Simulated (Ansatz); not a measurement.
# GeO2: how the settings move a single-point run

Aim: see which settings change the result for GeO2, by how much, and at what cost.

Program: Ansatz 0.2.0. Level of theory: reference: DFT, PBE, all-electron LAPW, scalar-relativistic. These are calculated values, not measurements.

## Step 1: The starting structure

It takes space group P4_2/mnm (No. 136, tetragonal). The conventional cell has a = 4.412 Å, b = 4.412 Å, c = 2.877 Å, α = 90.00°, β = 90.00°, γ = 90.00°. Ge (site symmetry mmm) is surrounded by 6 O at 1.88 to 1.91 Å. O (site symmetry m2m) has 3 Ge at 1.88 to 1.91 Å as nearest neighbours.

Structure file:

```cif
data_structure
_symmetry_space_group_name_H-M 'P4_2/mnm'
_symmetry_Int_Tables_number 136
_cell_length_a 4.4124
_cell_length_b 4.4124
_cell_length_c 2.8765
_cell_angle_alpha 90.000
_cell_angle_beta 90.000
_cell_angle_gamma 90.000
_cell_volume 56.00
loop_
_atom_site_label
_atom_site_type_symbol
_atom_site_symmetry_multiplicity
_atom_site_Wyckoff_symbol
_atom_site_fract_x
_atom_site_fract_y
_atom_site_fract_z
_atom_site_occupancy
Ge1 Ge 2 a 0.50000 0.50000 0.50000 1
O1 O 4 f 0.69423 0.69423 0.00000 1
```

## Step 2: The reference run

File input.yaml:

```yaml
crystal:
  lattice:
    - [4.41242435, 0.0, 0.0]
    - [0.0, 4.41242435, 0.0]
    - [0.0, 0.0, 2.87651434]
  atoms:
    - { symbol: Ge, position: [0.5, 0.5, 0.5] }
    - { symbol: Ge, position: [0.0, 0.0, 0.0] }
    - { symbol: O, position: [0.69422923, 0.69422923, 0.0] }
    - { symbol: O, position: [0.80577077, 0.19422923, 0.5] }
    - { symbol: O, position: [0.30577077, 0.30577077, 0.0] }
    - { symbol: O, position: [0.19422923, 0.80577077, 0.5] }
kpoints:
  mp_grid: { grid: [6, 6, 9] }
  band_path:
    path:
      - [0.0, 0.0, 0.0]
      - [0.0, 0.5, 0.0]
      - [0.5, 0.5, 0.0]
      - [0.0, 0.0, 0.0]
      - [0.0, 0.0, 0.5]
      - [0.0, 0.5, 0.5]
      - [0.5, 0.5, 0.5]
      - [0.0, 0.0, 0.5]
      - [0.0, 0.5, 0.0]
    npoints: 14
scf:
  occupations: { method: fermi_dirac, width: 0.02 }
hamiltonian:
  xc: pbe
  pseudopotentials: { kind: all_electron, lapw: { basis_error: 0.0005 } }
output:
  forces: true
  stress: true
  eigenvalues: true
  fatbands: true
  populations: true
  dos: { projected: true, de: 0.2, e_range: [-14, 8] }
```

On the command line:

```bash
ansatz run input.yaml --threads 2 --pin off --max-ram 6144MiB --backend cpu --events-out ev --progress --plain --runs-dir out
```

## Step 3: Changing settings: preconditioner kerker_dos

input.yaml: that of step 2 with these lines changed.

```diff
@@ -28,2 +28,3 @@
   occupations: { method: fermi_dirac, width: 0.02 }
+  mixing: { preconditioner: kerker_dos }
 hamiltonian:
@@ -35,4 +36,2 @@
   eigenvalues: true
-  fatbands: true
   populations: true
-  dos: { projected: true, de: 0.2, e_range: [-14, 8] }
```

Q: Predict the outcome of this session. Wanted: for each run, ending; energy change; pressure; gap; force.

The runs gave:

| run | ending | energy change | pressure (GPa) | gap (eV) | force (eV/Å) | cycles | time |
| --- | --- | --- | --- | --- | --- | --- | --- |
| reference | converged | 0 | 9.8 | 1.75 | 0.02 | 8 | 46 s (other work) |
| 1: preconditioner kerker_dos | converged | 0.0 meV/atom | 9.8 | 1.75 | 0.02 | 8 | 38 s |

Times don't compare one to one where runs were asked for different outputs or read a saved state (see the inputs); cycles count all SCF loops of a run, searches for a lower state included, where those made up much of it.

Residual by cycle in the longest SCF loop of each run; runs are numbered as in the table. The quantity is the density residual dr2, in eV.

| cycle | reference | run 1 |
| --- | --- | --- |
| 1 | 10.9 | 10.9 |
| 2 | 0.363 | 0.419 |
| 3 | 0.374 | 0.12 |
| 4 | 0.0278 | 0.00325 |
| 5 | 0.001 | 2.8e-4 |
| 6 | 6.1e-5 | 2.9e-5 |
| 7 | 3.9e-6 | 5.7e-7 |
| 8 | 4.8e-8 | 3.6e-9 |

What this shows: The changed mixing doesn't alter the result here (within 0.5 meV/atom).
